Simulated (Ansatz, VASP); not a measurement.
Given: the input of a run of Ansatz 0.2.0 on GaSb3.

Contents of input.yaml:

```yaml
crystal:
  lattice:
    - [0.0, 3.730595, 3.730595]
    - [3.730595, 0.0, 3.730595]
    - [3.730595, 3.730595, 0.0]
  atoms:
    - { symbol: Sb, position: [0.5, 0.5, 0.5] }
    - { symbol: Sb, position: [0.75, 0.75, 0.75] }
    - { symbol: Sb, position: [0.25, 0.25, 0.25] }
    - { symbol: Ga, position: [0.0, 0.0, 0.0] }
hamiltonian:
  xc: pbesol
  pseudopotentials: { kind: paw }
kpoints:
  mp_grid: { grid: [6, 6, 6] }
scf:
  occupations: { method: fermi_dirac, width: 0.05 }
output:
  forces: true
  stress: true
  eigenvalues: true
```

Potentials or basis: Ansatz PAW.

The run is started by

```sh
$ ansatz run input.yaml --threads 1 --pin off --max-ram 3584MiB --backend cpu --events-out ev --progress --plain --runs-dir out
```

Problem. Translate it to VASP 6.6.1. Potentials there: VASP PAW PBE potentials, release 64 (Sb, Ga_d).

Solution. As run (the cutoff follows the program's own potentials):

Contents of INCAR:

```
ALGO = Normal ; EDIFF = 1E-7
ENCUT = 520 ; GGA = PS
ISIF = 2 ; ISMEAR = -1
LASPH = True ; LCHARG = False
LREAL = False ; LWAVE = False
NBANDS = 22 ; NELM = 60
PREC = Accurate ; SIGMA = 0.05
```

File KPOINTS:

```
k-points
0
Gamma
  6 6 6
```

Contents of POSCAR:

```
GaSb3
1.0
    0.0000000000      3.7305950000      3.7305950000
    3.7305950000      0.0000000000      3.7305950000
    3.7305950000      3.7305950000      0.0000000000
Sb Ga
3 1
Direct
    0.5000000000      0.5000000000      0.5000000000
    0.7500000000      0.7500000000      0.7500000000
    0.2500000000      0.2500000000      0.2500000000
    0.0000000000      0.0000000000      0.0000000000
```

Potentials or basis: VASP PAW PBE potentials, release 64 (Sb, Ga_d).

The run is started by

```console
$ cat potpaw_PBE.64/Sb/POTCAR potpaw_PBE.64/Ga_d/POTCAR > POTCAR
$ mpirun -np 1 vasp_std > vasp.out
```

Both were run:

|  | VASP | Ansatz | Ansatz less VASP |
| --- | --- | --- | --- |
| gap on the k mesh at the Fermi level (eV) | none | none | - |
| pressure (GPa) | -3.4 | -3.4 | 0.00 |

A gap of «none» marks a metal or a gap that the smearing closes. The functional is the same, so the differences come from potentials, cutoffs and numerics. The two sets of potentials don't hold the same shells in valence.

Caveats: the PAW data sets were made with another functional, which shifts forces and pressure a little (VASP); the PAW data sets come from PBE, with cores solved anew for the run's functional, which leaves a small shift of forces and pressure (Ansatz). Spin-orbit coupling is left out, which matters for the levels of Sb.
